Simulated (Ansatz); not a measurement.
The calculation used Ansatz 0.2.0, DFT PBE, scalar-relativistic, plane waves, PAW. All cells share a 420 eV cutoff and Γ-centred k meshes spaced at most about 0.3 Å⁻¹ (about 0.25 or finer for metals, 2π included). No spin polarisation.

All energies are static (0 K, no zero-point motion).

Question: Which of these relaxed structures of Si₅Ge is the lowest in energy?
A.

```cif
data_structure
_symmetry_space_group_name_H-M 'P6/mmm'
_symmetry_Int_Tables_number 191
_cell_length_a 4.9383
_cell_length_b 4.9383
_cell_length_c 4.7078
_cell_angle_alpha 90.000
_cell_angle_beta 90.000
_cell_angle_gamma 120.000
_cell_volume 99.43
loop_
_atom_site_label
_atom_site_type_symbol
_atom_site_symmetry_multiplicity
_atom_site_Wyckoff_symbol
_atom_site_fract_x
_atom_site_fract_y
_atom_site_fract_z
_atom_site_occupancy
Si1 Si 2 c 0.33333 0.66667 0.00000 1
Si2 Si 3 g 0.50000 0.00000 0.50000 1
Ge1 Ge 1 a 0.00000 0.00000 0.00000 1
```

B.

```cif
data_structure
_symmetry_space_group_name_H-M 'P-3m1'
_symmetry_Int_Tables_number 164
_cell_length_a 2.8615
_cell_length_b 2.8615
_cell_length_c 13.1754
_cell_angle_alpha 90.000
_cell_angle_beta 90.000
_cell_angle_gamma 120.000
_cell_volume 93.43
loop_
_atom_site_label
_atom_site_type_symbol
_atom_site_symmetry_multiplicity
_atom_site_Wyckoff_symbol
_atom_site_fract_x
_atom_site_fract_y
_atom_site_fract_z
_atom_site_occupancy
Si1 Si 2 d 0.66667 0.33333 0.65597 1
Si2 Si 2 d 0.33333 0.66667 0.81269 1
Si3 Si 1 b 0.00000 0.00000 0.50000 1
Ge1 Ge 1 a 0.00000 0.00000 0.00000 1
```

C.

```cif
data_structure
_symmetry_space_group_name_H-M 'Immm'
_symmetry_Int_Tables_number 71
_cell_length_a 4.6126
_cell_length_b 4.9958
_cell_length_c 8.2221
_cell_angle_alpha 90.000
_cell_angle_beta 90.000
_cell_angle_gamma 90.000
_cell_volume 189.47
loop_
_atom_site_label
_atom_site_type_symbol
_atom_site_symmetry_multiplicity
_atom_site_Wyckoff_symbol
_atom_site_fract_x
_atom_site_fract_y
_atom_site_fract_z
_atom_site_occupancy
Si1 Si 4 i 0.50000 0.50000 0.68063 1
Si2 Si 4 j 0.50000 0.00000 0.65804 1
Si3 Si 2 c 0.50000 0.50000 0.00000 1
Ge1 Ge 2 b 0.50000 0.00000 0.00000 1
```

D.

```cif
data_structure
_symmetry_space_group_name_H-M 'P6/mmm'
_symmetry_Int_Tables_number 191
_cell_length_a 4.8657
_cell_length_b 4.8657
_cell_length_c 7.1918
_cell_angle_alpha 90.000
_cell_angle_beta 90.000
_cell_angle_gamma 120.000
_cell_volume 147.45
loop_
_atom_site_label
_atom_site_type_symbol
_atom_site_symmetry_multiplicity
_atom_site_Wyckoff_symbol
_atom_site_fract_x
_atom_site_fract_y
_atom_site_fract_z
_atom_site_occupancy
Si1 Si 3 f 0.50000 0.00000 0.00000 1
Si2 Si 2 e 0.00000 0.00000 0.82341 1
Ge1 Ge 1 b 0.00000 0.00000 0.50000 1
```

Answer: C. The next of these, B, lies 205 meV/atom higher. Forms: C Immm; B P-3m1; A CaCu5 type, P6/mmm; D P6/mmm. Counting Si atoms around Ge (those within 1.25 times the shortest such distance or 1.15 times the sum of covalent radii, 1.27 where that leaves under three; a plus sign parts nearer from farther groups; the shortest distance is added where it exceeds 1.18 times the sum of covalent radii): C has Ge 2+6; B has Ge 6 from 3.0 Å; A has Ge 6+12 from 2.9 Å; D has Ge 2. All come from invented guesses. The lowest form computed isn't among them: it has Si and Ge ordered on diamond sites, space group Imm2 (No. 44), 20.9 Å³/atom and lies 0.32 eV/atom below the best shown. Even the lowest of the cells shown lies +0.32 eV/atom against the elements.

Cells relaxed within their symmetry can be saddle points. Some types were kept out of the candidates beforehand, so the set may lack a known form.
